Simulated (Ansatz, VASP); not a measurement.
**Two plane-wave programs on ZrC**

The input INCAR:

```
PREC     = Accurate       # precision mode
ENCUT    = 520            # plane-wave cutoff, eV
EDIFF    = 1E-6           # SCF threshold, eV
ISMEAR   = -1             # smearing method
SIGMA    = 0.05           # smearing width, eV
LREAL    = False          # projectors in reciprocal space
LASPH    = True           # aspherical terms in the spheres
NELM     = 80             # most SCF steps
ALGO     = Fast           # electronic algorithm
ISIF     = 2              # what is computed and relaxed
LWAVE    = False          # write WAVECAR
LCHARG   = False          # write CHGCAR
GGA      = PE             # functional
NBANDS   = 15             # bands
```

Contents of KPOINTS:

```
Automatic mesh
0
Gamma
  8 8 8
```

POSCAR

```
ZrC
1.0
    0.0000000000      2.3650000000      2.3650000000
    2.3650000000      0.0000000000      2.3650000000
    2.3650000000      2.3650000000      0.0000000000
Zr C
1 1
Direct
    0.5000000000      0.5000000000      0.5000000000
    0.0000000000      0.0000000000      0.0000000000
```

Input for Ansatz:

```yaml
crystal:
  lattice:
    - [0.0, 2.365, 2.365]
    - [2.365, 0.0, 2.365]
    - [2.365, 2.365, 0.0]
  atoms:
    - { symbol: Zr, position: [0.5, 0.5, 0.5] }
    - { symbol: C, position: [0.0, 0.0, 0.0] }
basis:
  ecutwfc: 489.804952427784
kpoints:
  mp_grid:
    grid: [8, 8, 8]
hamiltonian:
  xc: pbe
scf:
  occupations:
    method: fermi_dirac
    width: 0.05
output:
  stress: true
```

Alike in both runs: task single point; functional PBE; k mesh 8 × 8 × 8; occupations fermi-dirac, width 0.05 eV; no spin polarisation.

```csv
,VASP,Ansatz
version,VASP 6.6.1,Ansatz 0.2.0
potentials or method,"VASP PAW PBE potentials, release 64 (Zr_sv, C)","plane waves, PAW"
plane-wave cutoff (eV),520,490
valence electrons in the cell,16,16
```

|  | VASP | Ansatz | Ansatz less VASP |
| --- | --- | --- | --- |
| pressure (GPa) | -2.7 | -2.9 | -0.23 |
